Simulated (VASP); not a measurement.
Input of a VASP 6.6.1 run:

The input INCAR:

```
SYSTEM = Ba
ALGO = Normal
EDIFF = 1E-6
ENCUT = 900
GGA = PS
ISIF = 2
ISMEAR = 0
LASPH = .True.
LCHARG = .True.
LELF = .True.
LREAL = .False.
LVHAR = .True.
LWAVE = .False.
NBANDS = 11
NELM = 100
PREC = Accurate
SIGMA = 0.1
```

File KPOINTS:

```
k-points
0
Gamma
  12 12 12
  0 0 0
```

The input POSCAR:

```
Ba
1.0
   -2.4465300000      2.4465300000      2.4465300000
    2.4465300000     -2.4465300000      2.4465300000
    2.4465300000      2.4465300000     -2.4465300000
Ba
1
Direct
    0.0000000000      0.0000000000      0.0000000000
```

Potentials or basis: VASP PAW PBE potentials, release 64 (Ba_sv).

Run with:

```sh
$ cat potpaw_PBE.64/Ba_sv/POTCAR > POTCAR
$ mpirun -np 1 vasp_std > vasp.out
```

Q: Predict the pressure.

A: 0.0 GPa.

Q: Predict the band gap on the k mesh.

A: None (metal or under the smearing width).

Caveat: the PAW data sets were made with another functional, which shifts forces and pressure a little. Spin-orbit coupling is left out, which matters for the levels of Ba.
